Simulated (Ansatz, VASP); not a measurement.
**CdF2: VASP beside Ansatz**

The input INCAR:

```
SYSTEM = CdF2
  ALGO = Normal
  EDIFF = 1E-7
  ENCUT = 520
  GGA = PS
  ISIF = 2
  ISMEAR = -1
  LASPH = .True.
  LCHARG = .False.
  LREAL = .False.
  LWAVE = .False.
  NBANDS = 20
  NELM = 100
  PREC = Accurate
  SIGMA = 0.05
```

Contents of KPOINTS:

```
k-points
0
Gamma
  9 9 9
  0 0 0
```

POSCAR

```
CdF2
1.0
    0.0000000000      2.7294514339      2.7294514339
    2.7294514339      0.0000000000      2.7294514339
    2.7294514339      2.7294514339      0.0000000000
Cd F
1 2
Direct
    0.0000000000      0.0000000000      0.0000000000
    0.7500000000      0.7500000000      0.7500000000
    0.2500000000      0.2500000000      0.2500000000
```

File input.yaml:

```yaml
crystal:
  lattice:
    - [0.0, 2.7294514339, 2.7294514339]
    - [2.7294514339, 0.0, 2.7294514339]
    - [2.7294514339, 2.7294514339, 0.0]
  atoms:
    - { symbol: Cd, position: [0.0, 0.0, 0.0] }
    - { symbol: F, position: [0.75, 0.75, 0.75] }
    - { symbol: F, position: [0.25, 0.25, 0.25] }
hamiltonian:
  xc: pbesol
  pseudopotentials: { kind: paw }
kpoints:
  mp_grid: { grid: [9, 9, 9] }
scf:
  occupations: { method: fermi_dirac, width: 0.05 }
output:
  forces: true
  stress: true
  eigenvalues: true
```

Change from the starting cell: volume scaled by 1.04.

Alike in both runs: task single point; functional PBEsol; k mesh 9 × 9 × 9; occupations fermi-dirac, width 0.05 eV; no spin polarisation.

```csv
,VASP,Ansatz
version,VASP 6.6.1,Ansatz 0.2.0
potentials or method,"VASP PAW PBE potentials, release 64 (Cd, F)",Ansatz PAW
plane-wave cutoff (eV),520,420
valence electrons in the cell,26,34
```

```tsv
	VASP	Ansatz	Ansatz less VASP
gap on the k mesh at the Fermi level (eV)	2.80	2.83	+0.030
least direct gap on the mesh (eV)	3.31	3.34	+0.030
pressure (GPa)	-3.5	-4.1	-0.61
```

The functional is the same, so the differences come from potentials, cutoffs and numerics. The two sets of potentials don't hold the same shells in valence.

Caveats: the PAW data sets were made with another functional, which shifts forces and pressure a little (VASP); an odd mesh through Γ misses points on the zone boundary, where band edges often lie (VASP); odd divisions of the mesh miss points on the zone boundary, where band edges often lie, so the gap on the mesh can be too wide (Ansatz); the pressure holds a Pulay correction of +0.7 GPa for the finite cutoff (Ansatz); the PAW data sets come from PBE, with cores solved anew for the run's functional, which leaves a small shift of forces and pressure (Ansatz).
